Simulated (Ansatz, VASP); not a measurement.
## Be in VASP and in Ansatz

```
CELL_PARAMETERS angstrom
-1.05441 1.05441 1.05441
1.05441 -1.05441 1.05441
1.05441 1.05441 -1.05441
ATOMIC_POSITIONS crystal
Be 0.00000 0.00000 0.00000
```

Change from the starting cell: volume scaled by 0.6, LAPW.

Alike in both runs: task single point; functional PBE; k mesh 21 × 21 × 21; occupations fermi-dirac, width 0.08 eV; no spin polarisation.

|  | VASP | Ansatz |
| --- | --- | --- |
| version | VASP 6.6.1 | Ansatz 0.2.0 |
| potentials or method | VASP PAW PBE potentials, release 64 (Be), cutoff 520 eV | all-electron LAPW, scalar-relativistic |

```csv
,VASP,Ansatz,Ansatz less VASP
pressure (GPa),148.3,147.1,-1.22
```

Ansatz ran all-electron here, so the differences hold the error of VASP's frozen core and of both bases.

Caveats: the cell as given lies far from equilibrium; so large a pressure means that the cell lies far from this level's equilibrium, or that cutoff or potentials fall short (VASP).
